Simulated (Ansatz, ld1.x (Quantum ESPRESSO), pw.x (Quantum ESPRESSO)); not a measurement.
Equation-of-state test of one TM potential (nitrogen)

N (Z = 7), norm-conserving Troullier–Martins (Kleinman–Bylander form), made with ld1.x (Quantum ESPRESSO) 7.5 (PBE, scalar-relativistic). Core [He], reference 2s1.75 2p3.25. Waves: 2s (bound): rc 0.90 bohr; 2p (bound): rc 2.50 bohr. Local part: all-electron potential smoothed inside 2.10 bohr (lloc = -1). Core correction: none.

Atomic tests: cutoffs needed: 50 Ry and 140 Ry (the cutoffs (Ry, on a coarse ladder) from which the occupation-weighted sum of valence levels, in a spherical-Bessel basis at the reference potential, stays within 10 and 1 mRy of its value at 400 Ry); ghost test: no extra level below or beside the all-electron valence levels (s, p, d, f tested) (spherical-Bessel basis up to 400 Ry, 20 bohr box); configuration tests: 1 of 7 tests not solved or not reliable.

Crystal test: bcc N in pw.x 7.5, no spin, 18³ k-points, Fermi–Dirac smearing 0.01 Ry, cutoffs 170/680 Ry. The reference is all-electron LAPW (Ansatz 0.2.0) with the same functional, mesh and smearing; V0 and B0 come from Birch–Murnaghan fits to the pressures at five volumes. Errors are pseudo minus all-electron; Δ is the rms difference of the E(V) curves that follow from these fits, minima aligned, over ±6 % about the mean V0. Mesh and smearing are coarse, so the numbers serve the comparison and aren't converged zero-temperature values; the lattice is a test structure that the element need not adopt. Spin polarisation is left out.

All-electron: a0 = 2.438 Å (V0 = 7.24 Å³/atom), B0 = 184.8 GPa.

Problem. How far does the potential miss the all-electron equation of state?

Solution. mean pressure error (GPa): +17.92. The pressure does not cross zero within the volumes sampled, so no fit is given. The largest radius (2.50 bohr) exceeds half the bond length (2.00 bohr), so the spheres overlap, which is one possible source of error among others. This is a poor potential for the solid. Atomic configuration tests: 1 of 7 tests not solved or not reliable.

```tsv
V (Å³/atom)	P all-electron (GPa)	P pseudo (GPa)
6.885	10.40	31.52
7.066	4.82	24.17
7.247	-0.09	17.67
7.428	-4.43	11.91
7.609	-8.24	6.80
```

Problem. At the middle volume, how do free energy and pressure move when the wave cutoff is lowered (ecutrho kept at four times it)?

Solution.

```tsv
cutoff (Ry)	shift of F (meV/atom)	shift of P (GPa)
76	+69.9	+0.01
102	+45.8	-2.02
136	+8.5	-1.10
```

Input at the middle volume:

```
&control
  calculation='scf', prefix='x', pseudo_dir='./', outdir='./tmp', tstress=.true., disk_io='none'
/
&system
  ibrav=0, nat=1, ntyp=1, ecutwfc=170, ecutrho=680, nbnd=9,
  occupations='smearing', smearing='fd', degauss=0.01
/
&electrons
  conv_thr=1e-09, mixing_beta=0.4, electron_maxstep=70
/
ATOMIC_SPECIES
N 1.0 N.UPF
CELL_PARAMETERS angstrom
  -1.21908154 1.21908154 1.21908154
  1.21908154 -1.21908154 1.21908154
  1.21908154 1.21908154 -1.21908154
ATOMIC_POSITIONS crystal
N 0.0000 0.0000 0.0000
K_POINTS automatic
18 18 18 0 0 0
```

```bash
pw.x < N.scf.in > N.scf.out
```

Lines of the output:

```
Message from routine setup:
     using ibrav=0 with symmetry is DISCOURAGED, use correct ibrav instead
     lattice parameter (alat)  =       3.9902  a.u.
     unit-cell volume          =      48.9052 (a.u.)^3
     number of electrons       =         5.00
     number of Kohn-Sham states=            9
     kinetic-energy cutoff     =     170.0000  Ry
     charge density cutoff     =     680.0000  Ry
     scf convergence threshold =      1.0E-09
     Exchange-correlation= PBE
     number of k points=   195  Fermi-Dirac smearing, width (Ry)=  0.0100
     iteration #  1     ecut=   170.00 Ry     beta= 0.40
     total energy              =     -19.06541507 Ry
     estimated scf accuracy    <       0.00064764 Ry
     iteration #  2     ecut=   170.00 Ry     beta= 0.40
     total energy              =     -19.06550002 Ry
     estimated scf accuracy    <       0.00018293 Ry
     iteration #  3     ecut=   170.00 Ry     beta= 0.40
     total energy              =     -19.06552418 Ry
     estimated scf accuracy    <       0.00000510 Ry
     iteration #  4     ecut=   170.00 Ry     beta= 0.40
     total energy              =     -19.06552482 Ry
     estimated scf accuracy    <          1.6E-09 Ry
     iteration #  5     ecut=   170.00 Ry     beta= 0.40
     the Fermi energy is     9.4212 ev
!    total energy              =     -19.06552482 Ry
     estimated scf accuracy    <          2.2E-10 Ry
     smearing contrib. (-TS)   =      -0.00253352 Ry
     The total energy is F=E-TS. E is the sum of the following terms:
     one-electron contribution =       3.94545809 Ry
     hartree contribution      =       1.35992913 Ry
     xc contribution           =      -4.62196141 Ry
     ewald contribution        =     -19.74641711 Ry
     convergence has been achieved in   5 iterations
          total   stress  (Ry/bohr**3)                   (kbar)     P=      176.71
     Message from routine punch:
     Nothing written, as per user request (disk_io='none')
```

The run at the middle volume (195 k-points, 5 iterations) took about 30 s on one core of a shared host (Neoverse-V1, 32 threads, 247 GiB, load 11).
